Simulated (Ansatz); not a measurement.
# Property card for Li2S

Level of theory: DFT PBE, scalar-relativistic, plane waves, PAW (Ansatz).

Cutoff 420 eV; k points 8×8×8 on the computed 3-atom cell (Γ-centred); Gaussian smearing, width 0.02 eV; no spin polarisation.

The structure is relaxed at this level of theory with its symmetry kept.

```cif
data_structure
_symmetry_space_group_name_H-M 'Fm-3m'
_symmetry_Int_Tables_number 225
_cell_length_a 5.7056
_cell_length_b 5.7056
_cell_length_c 5.7056
_cell_angle_alpha 90.000
_cell_angle_beta 90.000
_cell_angle_gamma 90.000
_cell_volume 185.74
loop_
_atom_site_label
_atom_site_type_symbol
_atom_site_symmetry_multiplicity
_atom_site_Wyckoff_symbol
_atom_site_fract_x
_atom_site_fract_y
_atom_site_fract_z
_atom_site_occupancy
Li1 Li 8 c 0.25000 0.75000 0.75000 1
S1 S 4 a 0.00000 0.00000 0.00000 1
```

Problem. Formation energy from the elements' standard states (uncorrected)?

Solution. -1.358 eV/atom.

Problem. Kohn–Sham band gap?

Solution. 3.39 eV, indirect from Γ to X.

Problem. Löwdin character of the top 1 eV of the valence band?

Solution. S 3p 96 %.

Problem. Electron masses at the edge by Cartesian direction of the standard setting (m_e; degenerate bands sorted by energy; no spin-orbit coupling)?

Solution. x: 0.64; y: 0.34; z: 0.34.

Problem. Hole masses at the edge by Cartesian direction of the standard setting (m_e; degenerate bands sorted by energy; no spin-orbit coupling)?

Solution. x: 0.97, 0.97, 0.48; y: 0.97, 0.97, 0.48; z: 0.97, 0.97, 0.48.

Problem. Bulk modulus?

Solution. 41 GPa.

Problem. Its pressure derivative?

Solution. 3.9.

Problem. Bader charges (e)?

Solution. Li (2 in the cell) 0.86, S (1 in the cell) -1.72.